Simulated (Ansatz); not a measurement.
# SnTe (Fm-3m) in Ansatz: reference runs

Reference runs on SnTe: the cell as given and a disturbed copy.

All numbers are computed with Ansatz 0.2.0; they aren't measurements. Logs are shortened: lines on timing, memory, paths and dates and some standing lists are left out, and cuts for length are marked.

### Step 1. The structure

The structure is cubic, space group Fm-3m (No. 225). The conventional cell has a = 6.302 Å, b = 6.302 Å, c = 6.302 Å, α = 90.00°, β = 90.00°, γ = 90.00°. Te (site symmetry m-3m) is surrounded by 6 Sn at 3.15 Å. Sn (site symmetry m-3m) has 6 Te at 3.15 Å as nearest neighbours.

### Step 2. Single point, PBE

File input.yaml:

```yaml
crystal:
  lattice:
    - [0.0, 3.15085, 3.15085]
    - [3.15085, 0.0, 3.15085]
    - [3.15085, 3.15085, 0.0]
  atoms:
    - { symbol: Te, position: [0.5, 0.5, 0.5] }
    - { symbol: Sn, position: [0.0, 0.0, 0.0] }
kpoints:
  mp_grid: { grid: [7, 7, 7] }
scf:
  occupations: { method: fermi_dirac, width: 0.05 }
hamiltonian:
  xc: pbe
  pseudopotentials: { kind: all_electron, lapw: { basis_error: 0.001 } }
output:
  forces: true
  stress: true
  eigenvalues: true
  populations: true
```

Potentials or basis: all-electron LAPW, scalar-relativistic.

Launch:

```console
$ ansatz run input.yaml --threads 1 --pin off --max-ram 3072MiB --backend cpu --events-out ev --progress --plain --runs-dir out
```

Log:

```text
Warning: RAYON_NUM_THREADS=1 ignored (pool sized by the plan → 1); use --threads N
Te: projections on atomic orbitals take those of the free atom 1s2 2s2 2p6 3s2 3p6 3d10 4s2 4p6 4d10 5s2 5p4, of charge +0.00 (hamiltonian.pseudopotentials.projection_atoms)
Sn: projections on atomic orbitals take those of the free atom 1s2 2s2 2p6 3s2 3p6 3d10 4s2 4p6 4d10 5s2 5p2, of charge +0.00 (hamiltonian.pseudopotentials.projection_atoms)
LAPW: plane waves up to 6.971 Å⁻¹, error target 1.0e-3 eV per atom; small_component_spin mean_spin; Sn in spheres of 1.592 Å, 22 of its electrons in bands, Dirac shells []; Te in spheres of 1.559 Å, 24 of its electrons in bands, Dirac shells [] (how accurate: hamiltonian.pseudopotentials.lapw.basis_error, Limitations)
Engine: ansatz 0.2.0, aarch64-unknown-linux-gnu
Pseudopotentials: kind: all_electron
Pseudopotential: Te, LAPW, valence charge 24, lapw/all_electron/scalar/gaussian/Te, Koelling and Harmon's equation, gaussian nucleus
Pseudopotential: Sn, LAPW, valence charge 22, lapw/all_electron/scalar/gaussian/Sn, Koelling and Harmon's equation, gaussian nucleus
Functional definition: PBE
  parameter kappa = 0.804
  parameter beta = 0.06672455060314922
  exchange = pbe_x(kappa = kappa, mu = beta*pi^2/3)
  correlation = pbe_c(beta = beta)
Crystal: 2 atoms, lattice volume = 62.562 Å³
Basis set: ecut = 185.144356732645 eV, 339 PW (Γ), exchange–correlation at level 2
Bands: 28, of which v1, the nominal top of the filled ones, is band 23 counted from 1 (22 counted from 0)
Symmetry: 48 space group operations
Space group: Fm-3m (ITA 225), of the structure as read, at distance tolerance 4.0e-5 Å
k-points: 20 of 343
Non-local potential: Te, projectors of the file, none
Non-local potential: Sn, projectors of the file, none
Initial density: superposition of atomic densities (chi_scale 0.1, normalization cell, long waves kept (reshape's long-wave potential 0.00 eV rms))
Initial wavefunctions: plane waves of lowest kinetic energy (no species holds an atomic orbital)
Functional: x = pbe(κ = 0.804, μ = 0.2195149727645171), c = pbe(β = 0.06672455060314922)
iter 1 solved again at ethr=4.44e-4 eV; its pass at ethr=1.00e-1 eV (dr2=2.04e-1 eV) is discarded
SCF iter   1: F=—  HF=-352974.407446 eV  |F-HF|=—  |Δ(HF+E_count)|=         —  Δρ=1.24e-2  dr2=2.04e-1  ethr=4.44e-4  ⟨swp⟩=2.7  Hψ=3592  notcnv=0
preconditioner: auto → none  [insulator: Δε(μ)=0.669 eV  Ē_g=17.508 eV  σ=0.050 eV  W_gap=1.00  n_scr=14 (ndim 8)  ℏωp=21.0 eV  f_vac=0.029  D(μ)=0.00/eV (n_scr^D=0)  ε∞_Penn≈2.4]
iter 2 solved again at ethr=1.68e-5 eV; its pass at ethr=4.44e-4 eV (dr2=7.73e-3 eV) is discarded
SCF iter   2: F=—  HF=-352974.361277 eV  |F-HF|=—  |Δ(HF+E_count)|=   4.62e-2  Δρ=3.90e-3  dr2=7.75e-3  ethr=1.68e-5  ⟨swp⟩=2.0  Hψ=2906  notcnv=0
SCF iter   3: F=—  HF=-352974.358975 eV  |F-HF|=—  |Δ(HF+E_count)|=   2.30e-3  Δρ=2.38e-3  dr2=4.37e-3  ethr=1.68e-5  ⟨swp⟩=2.0  Hψ=1666  notcnv=0
SCF iter   4: F=—  HF=-352974.360045 eV  |F-HF|=—  |Δ(HF+E_count)|=   1.07e-3  Δρ=1.02e-3  dr2=8.07e-4  ethr=9.49e-6  ⟨swp⟩=2.0  Hψ=1664  notcnv=0
SCF iter   5: F=—  HF=-352974.360160 eV  |F-HF|=—  |Δ(HF+E_count)|=   1.15e-4  Δρ=2.23e-4  dr2=3.88e-5  ethr=1.76e-6  ⟨swp⟩=2.0  Hψ=1664  notcnv=0
SCF iter   6: F=—  HF=-352974.360172 eV  |F-HF|=—  |Δ(HF+E_count)|=   1.28e-5  Δρ=2.52e-5  dr2=5.10e-7  ethr=8.44e-8  ⟨swp⟩=2.5  Hψ=1678  notcnv=0
SCF iter   7: F=-352974.360173 eV  HF=-352974.360173 eV  |F-HF|=8.21e-9  |Δ(HF+E_count)|=   2.26e-7  Δρ=3.17e-6  dr2=9.46e-9  ethr=1.11e-9  ⟨swp⟩=2.8  Hψ=1701  notcnv=0
SCF 1 converged in 7 iterations: F = -352974.360173 eV  dr2 = 9.46e-9
SCF converged after 7 iterations
Free energy (F): -352974.360173 eV
Harris-Foulkes:  -352974.360173 eV  (|F-HF|=8.21e-9)
Internal energy: -352974.360100 eV  (E = F + TS)
E sigma→0 (E₀):  -352974.360137 eV
Entropy (-TS):   -0.000072 eV (-0.036 meV/atom)
Fermi energy:    12.124104 eV
--- Per-component energies (eV) ---
  E_band       = -1841.738425
  E_kinetic    = 372041.585817
  E_xc         = -9288.845867
  E_electrostatic = -715727.100050  (all electrons and nuclei)
  E_smearing   = -0.000072  (= −TS)
  E_closure    = 0.000000  (closes the sum)
  E_atoms      = -352966.846133  (free atoms, spherical and without spin; not in F)
  Σ components = -352974.360173   (vs F -352974.360173, Δ=0.00e0)
  Basis errors (estimates in eV, not in F): energy 3.4e-4 per atom: plane waves 3.3e-4 (1.8e-4 summed), levels above the bands 2.2e-43, relativity 2.5e-8, radial functions 1.2e-5, core shells 6.1e-10; eigenvalues (radial functions only) 2.4e-6; not estimated: angular momenta, meshes, grids; target (lapw.basis_error) 1.0e-3; muffin-tin radii Sn 1.592 Å, Te 1.559 Å
--- Forces (eV/Å), atoms counted from 1 ---
  atom   1  Te     0.00000000     0.00000000    -0.00000000
  atom   2  Sn    -0.00000000    -0.00000000     0.00000000
  max |Σ_I F_I| component: 2.55e-31 eV/Å
--- Stress (GPa, compression-positive) ---
        2.231221       0.000000       0.000000
        0.000000       2.231221       0.000000
        0.000000       0.000000       2.231221
  P = ⅓ Tr σ = 2.2312 GPa (22.312 kbar)
--- Band table (eV; the first three rows and the last of 20) ---
  k-point 0: bands = ["-147.6571", "-117.8480", "-97.6957", "-97.6957", "-97.6957", "-73.6339", "-73.6339", "-73.6339", "-25.0300", "-25.0300", "-25.0260", "-25.0260", "-25.0260", "-9.8604", "-9.8604", "-9.8556", "-9.8556", "-9.8556", "-0.7605", "7.3693", "9.9015", "9.9015", "9.9015", "15.4015", "15.4015", "15.4015", "16.8215", "16.8215"]
  k-point 1: bands = ["-147.6571", "-117.8480", "-97.6957", "-97.6957", "-97.6957", "-73.6339", "-73.6339", "-73.6339", "-25.0299", "-25.0299", "-25.0259", "-25.0258", "-25.0258", "-9.8614", "-9.8614", "-9.8553", "-9.8544", "-9.8544", "-0.5896", "6.4859", "9.9321", "9.9321", "10.5102", "14.5663", "14.5663", "14.6052", "16.7725", "17.2399"]
  k-point 2: bands = ["-147.6571", "-117.8480", "-97.6957", "-97.6957", "-97.6957", "-73.6339", "-73.6339", "-73.6339", "-25.0299", "-25.0299", "-25.0257", "-25.0255", "-25.0255", "-9.8640", "-9.8640", "-9.8547", "-9.8515", "-9.8515", "-0.1216", "5.0159", "10.0438", "10.0438", "11.2584", "13.3395", "13.3395", "13.4095", "17.4617", "18.3913"]
  k-point 19: bands = ["-147.6571", "-117.8480", "-97.6957", "-97.6957", "-97.6957", "-73.6339", "-73.6339", "-73.6339", "-25.0301", "-25.0296", "-25.0257", "-25.0253", "-25.0248", "-9.8727", "-9.8613", "-9.8535", "-9.8507", "-9.8455", "0.8730", "4.5667", "7.0984", "7.8169", "10.8210", "13.2425", "16.1813", "17.0919", "17.3241", "18.5369"]
--- Löwdin populations: 2 sites ---
  site symbol       q [e]
     0     Te     52.0428
     1     Sn     49.8979
  spilling = 0.000581 (of n_electrons = 102.000000)
```

It took 5.8 s on 1 thread of Arm Neoverse V2, shared host; peak memory 0.27 GiB.

Results:

- Free energy: -352974.3602 eV
- Pressure: 2.2 GPa

Levels at points of the mesh, in eV from the Fermi level:
```
           k point  band 20  band 21  band 22  band 23  band 24  band 25  band 26  band 27
(0.00, 0.00, 0.00)    -4.75    -2.22    -2.22    -2.22     3.28     3.28     3.28     4.70
```

Caveat: this odd mesh misses L, where the gap lies, so gap, dielectric constants and Born charges aren't listed. Spin-orbit coupling is left out, which matters for the levels of Te.

### Step 3. Single point, PBE (atoms moved at random, drawn with an rms of 0.05 Å)

Edit input.yaml of step 2 so:

```diff
@@ -6,4 +6,4 @@
   atoms:
-    - { symbol: Te, position: [0.5, 0.5, 0.5] }
-    - { symbol: Sn, position: [0.0, 0.0, 0.0] }
+    - { symbol: Te, position: [0.510412, 0.494138, 0.5059] }
+    - { symbol: Sn, position: [0.003592, -0.009835, -0.003528] }
 kpoints:
```

Potentials or basis: all-electron LAPW, scalar-relativistic.

Launch:

```console
$ ansatz run input.yaml --threads 1 --pin off --max-ram 3072MiB --backend cpu --events-out ev --progress --plain --runs-dir out
```

Log:

```text
Warning: RAYON_NUM_THREADS=1 ignored (pool sized by the plan → 1); use --threads N
Te: projections on atomic orbitals take those of the free atom 1s2 2s2 2p6 3s2 3p6 3d10 4s2 4p6 4d10 5s2 5p4, of charge +0.00 (hamiltonian.pseudopotentials.projection_atoms)
Sn: projections on atomic orbitals take those of the free atom 1s2 2s2 2p6 3s2 3p6 3d10 4s2 4p6 4d10 5s2 5p2, of charge +0.00 (hamiltonian.pseudopotentials.projection_atoms)
LAPW: plane waves up to 7.127 Å⁻¹, error target 1.0e-3 eV per atom; small_component_spin mean_spin; Sn in spheres of 1.565 Å, 22 of its electrons in bands, Dirac shells []; Te in spheres of 1.535 Å, 24 of its electrons in bands, Dirac shells [] (how accurate: hamiltonian.pseudopotentials.lapw.basis_error, Limitations)
[... 9 set-up lines as earlier in the session ...]
Crystal: 2 atoms, lattice volume = 62.562 Å³
Basis set: ecut = 193.5048034402798 eV, 387 PW (Γ), exchange–correlation at level 2
Bands: 28, of which v1, the nominal top of the filled ones, is band 23 counted from 1 (22 counted from 0)
Symmetry: 1 space group operations
Space group: P1 (ITA 1), of the structure as read, at distance tolerance 4.0e-5 Å
k-points: 172 of 343 (time reversal used)
[... 5 set-up lines as earlier in the session ...]
iter 1 solved again at ethr=4.48e-4 eV; its pass at ethr=1.00e-1 eV (dr2=2.06e-1 eV) is discarded
SCF iter   1: F=—  HF=-352974.405763 eV  |F-HF|=—  |Δ(HF+E_count)|=         —  Δρ=1.25e-2  dr2=2.06e-1  ethr=4.48e-4  ⟨swp⟩=2.9  Hψ=30918  notcnv=0
preconditioner: auto → none  [insulator: Δε(μ)=0.672 eV  Ē_g=17.511 eV  σ=0.050 eV  W_gap=1.00  n_scr=14 (ndim 8)  ℏωp=21.0 eV  f_vac=0.028  D(μ)=0.00/eV (n_scr^D=0)  ε∞_Penn≈2.4]
iter 2 solved again at ethr=1.81e-5 eV; its pass at ethr=4.48e-4 eV (dr2=8.34e-3 eV) is discarded
SCF iter   2: F=—  HF=-352974.360572 eV  |F-HF|=—  |Δ(HF+E_count)|=   4.52e-2  Δρ=4.06e-3  dr2=8.35e-3  ethr=1.81e-5  ⟨swp⟩=2.0  Hψ=24970  notcnv=0
SCF iter   3: F=—  HF=-352974.358321 eV  |F-HF|=—  |Δ(HF+E_count)|=   2.25e-3  Δρ=2.43e-3  dr2=4.43e-3  ethr=1.81e-5  ⟨swp⟩=2.0  Hψ=14323  notcnv=0
SCF iter   4: F=—  HF=-352974.359384 eV  |F-HF|=—  |Δ(HF+E_count)|=   1.06e-3  Δρ=1.04e-3  dr2=8.14e-4  ethr=9.62e-6  ⟨swp⟩=2.0  Hψ=14313  notcnv=0
SCF iter   5: F=—  HF=-352974.359496 eV  |F-HF|=—  |Δ(HF+E_count)|=   1.12e-4  Δρ=2.27e-4  dr2=3.91e-5  ethr=1.77e-6  ⟨swp⟩=2.0  Hψ=14300  notcnv=0
SCF iter   6: F=—  HF=-352974.359508 eV  |F-HF|=—  |Δ(HF+E_count)|=   1.29e-5  Δρ=2.74e-5  dr2=6.00e-7  ethr=8.50e-8  ⟨swp⟩=2.7  Hψ=14453  notcnv=0
SCF iter   7: F=-352974.359509 eV  HF=-352974.359509 eV  |F-HF|=1.52e-8  |Δ(HF+E_count)|=   2.52e-7  Δρ=3.68e-6  dr2=1.11e-8  ethr=1.30e-9  ⟨swp⟩=2.9  Hψ=14654  notcnv=0
SCF 1 converged in 7 iterations: F = -352974.359509 eV  dr2 = 1.11e-8
SCF converged after 7 iterations
Free energy (F): -352974.359509 eV
Harris-Foulkes:  -352974.359509 eV  (|F-HF|=1.52e-8)
Internal energy: -352974.359449 eV  (E = F + TS)
E sigma→0 (E₀):  -352974.359479 eV
Entropy (-TS):   -0.000060 eV (-0.030 meV/atom)
Fermi energy:    12.124109 eV
--- Per-component energies (eV) ---
  E_band       = -1841.729375
  E_kinetic    = 372041.655805
  E_xc         = -9288.862052
  E_electrostatic = -715727.153202  (all electrons and nuclei)
  E_smearing   = -0.000060  (= −TS)
  E_closure    = 0.000000  (closes the sum)
  E_atoms      = -352966.846133  (free atoms, spherical and without spin; not in F)
  Σ components = -352974.359509   (vs F -352974.359509, Δ=0.00e0)
  Basis errors (estimates in eV, not in F): energy 3.4e-4 per atom: plane waves 3.3e-4 (1.8e-4 summed), levels above the bands 7.5e-44, relativity 2.3e-8, radial functions 1.4e-5, core shells 1.2e-9; eigenvalues (radial functions only) 1.1e-6; not estimated: angular momenta, meshes, grids; target (lapw.basis_error) 1.0e-3; muffin-tin radii Sn 1.565 Å, Te 1.535 Å
--- Forces (eV/Å), atoms counted from 1 ---
  atom   1  Te    -0.01161507    -0.01439239    -0.00919772
  atom   2  Sn     0.01161312     0.01438989     0.00919629
  max |Σ_I F_I| component: 2.50e-6 eV/Å
--- Stress (GPa, compression-positive) ---
        2.302376       0.024105       0.016090
        0.024105       2.326137       0.019455
        0.016090       0.019455       2.284659
  P = ⅓ Tr σ = 2.3044 GPa (23.044 kbar)
--- Band table (eV; the first three rows and the last of 172) ---
  k-point 0: bands = ["-147.6614", "-117.8413", "-97.7006", "-97.7003", "-97.6996", "-73.6275", "-73.6274", "-73.6269", "-25.0348", "-25.0344", "-25.0307", "-25.0307", "-25.0299", "-9.8544", "-9.8543", "-9.8495", "-9.8493", "-9.8490", "-0.7664", "7.3738", "9.8922", "9.8973", "9.9103", "15.3507", "15.3839", "15.3988", "16.8288", "16.8411"]
  k-point 1: bands = ["-147.6614", "-117.8413", "-97.7006", "-97.7003", "-97.6996", "-73.6275", "-73.6274", "-73.6269", "-25.0347", "-25.0344", "-25.0306", "-25.0306", "-25.0298", "-9.8555", "-9.8553", "-9.8490", "-9.8484", "-9.8479", "-0.5955", "6.4886", "9.9212", "9.9363", "10.5094", "14.5266", "14.5740", "14.6292", "16.7721", "17.2377"]
  k-point 2: bands = ["-147.6614", "-117.8413", "-97.7006", "-97.7003", "-97.6996", "-73.6275", "-73.6274", "-73.6269", "-25.0346", "-25.0343", "-25.0304", "-25.0303", "-25.0295", "-9.8581", "-9.8578", "-9.8484", "-9.8455", "-9.8449", "-0.1278", "5.0173", "10.0272", "10.0436", "11.2560", "13.3402", "13.3576", "13.4186", "17.4575", "18.3855"]
  k-point 171: bands = ["-147.6614", "-117.8413", "-97.7006", "-97.7003", "-97.6996", "-73.6275", "-73.6274", "-73.6269", "-25.0346", "-25.0342", "-25.0303", "-25.0300", "-25.0293", "-9.8619", "-9.8591", "-9.8471", "-9.8429", "-9.8425", "0.5869", "3.8976", "8.8299", "9.8273", "10.8577", "13.0357", "13.0854", "14.7210", "18.8025", "19.4926"]
--- Löwdin populations: 2 sites ---
  site symbol       q [e]
     0     Te     52.0400
     1     Sn     49.9008
  spilling = 0.000581 (of n_electrons = 102.000000)
```

populations.tsv:

```text
# site	symbol	l	j	q
# orbitals = lowdin
# n_electrons = 102.000000
# spilling = 0.000581
# projection_atom_Te: 1s2 2s2 2p6 3s2 3p6 3d10 4s2 4p6 4d10 5s2 5p4
# projection_atom_Sn: 1s2 2s2 2p6 3s2 3p6 3d10 4s2 4p6 4d10 5s2 5p2
0	Te	0_1S	-	1.999999
0	Te	0_2S	-	1.999970
0	Te	0_3S	-	1.999555
0	Te	0_4S	-	1.994334
0	Te	0_5S	-	1.797273
0	Te	1_2P	-	6.000000
0	Te	1_3P	-	5.999977
0	Te	1_4P	-	5.997793
0	Te	1_5P	-	4.252719
0	Te	2_3D	-	10.000000
0	Te	2_4D	-	9.998347
1	Sn	0_1S	-	2.000000
1	Sn	0_2S	-	1.999994
1	Sn	0_3S	-	1.999907
1	Sn	0_4S	-	1.998642
1	Sn	0_5S	-	1.872199
1	Sn	1_2P	-	6.000000
1	Sn	1_3P	-	5.999988
1	Sn	1_4P	-	5.998551
1	Sn	1_5P	-	2.032942
1	Sn	2_3D	-	10.000000
1	Sn	2_4D	-	9.998535
```

Run time: 70 s. Hardware: 1 thread of Arm Neoverse V2, shared host; peak memory 0.55 GiB.

What came out:

```
Free energy            : -352974.3595 eV
Pressure               : 2.3 GPa
Largest force          : 0.021 eV/Å
Band gap on the k mesh : 0.66 eV, direct
```

Forces on the atoms (eV/Å):
```
Te  -0.012 -0.014 -0.009
Sn   0.012  0.014  0.009
```

Caveat: spin-orbit coupling is left out, which moves the levels of the heavy elements; an odd mesh through Γ misses points on the zone boundary, where band edges often lie.
